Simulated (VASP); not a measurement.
A run of VASP 6.6.1 is set up as follows.

Contents of INCAR:

```
ALGO     = Normal         # electronic algorithm
EDIFF    = 1E-7           # SCF threshold, eV
ENCUT    = 520            # plane-wave cutoff, eV
GGA      = PE             # functional
ISIF     = 2              # what is computed and relaxed
ISMEAR   = -1             # smearing method
ISPIN    = 2              # spin polarisation
LASPH    = True           # aspherical terms in the spheres
LCHARG   = False          # write CHGCAR
LMAXMIX  = 4              # l up to which the mixer works
LORBIT   = 11             # projections on sites
LREAL    = False          # projectors in reciprocal space
LWAVE    = False          # write WAVECAR
MAGMOM   = 0 0 0 0 1 1 1 1 # initial moments
NBANDS   = 62             # bands
NELM     = 100            # most SCF steps
PREC     = Accurate       # precision mode
SIGMA    = 0.05           # smearing width, eV
```

File KPOINTS:

```
k-points
0
Gamma
  5 8 5
```

POSCAR

```
NiGe
1.0
    5.3810000000      0.0000000000      0.0000000000
    0.0000000000      3.4280000000      0.0000000000
    0.0000000000      0.0000000000      5.8110000000
Ge Ni
4 4
Direct
    0.3087000000      0.7448410000      0.9157060000
    0.6946810000      0.2637460000      0.0780930000
    0.1854850000      0.2631130000      0.4168100000
    0.8123520000      0.7570660000      0.5835710000
    0.4905220000      0.7636300000      0.3027330000
    0.5054780000      0.2413330000      0.6891860000
    0.0023600000      0.2465050000      0.8156140000
    0.9965210000      0.7558300000      0.1956180000
```

Potentials or basis: VASP PAW PBE potentials, release 64 (Ge_d, Ni).

Launch:

```sh
$ cat potpaw_PBE.64/Ge_d/POTCAR potpaw_PBE.64/Ni/POTCAR > POTCAR
$ mpirun -np 1 vasp_std > vasp.out
```

Q: What does it give for the band gap on the k mesh?

A: None (metal or under the smearing width).

Q: Predict the net moment.

A: 0.00 μB per cell.

Q: What does it give for the pressure?

A: 4.2 GPa.

Q: Estimate the largest force.

A: 0.864 eV/Å.

Forces on the atoms (eV/Å):
```
Ge   0.073  0.058 -0.143
Ge  -0.570 -0.127  0.637
Ge   0.299 -0.165  0.013
Ge  -0.284 -0.235  0.018
Ni   0.236 -0.064  0.261
Ni  -0.038  0.248 -0.087
Ni   0.483  0.159 -0.435
Ni  -0.199  0.126 -0.265
```
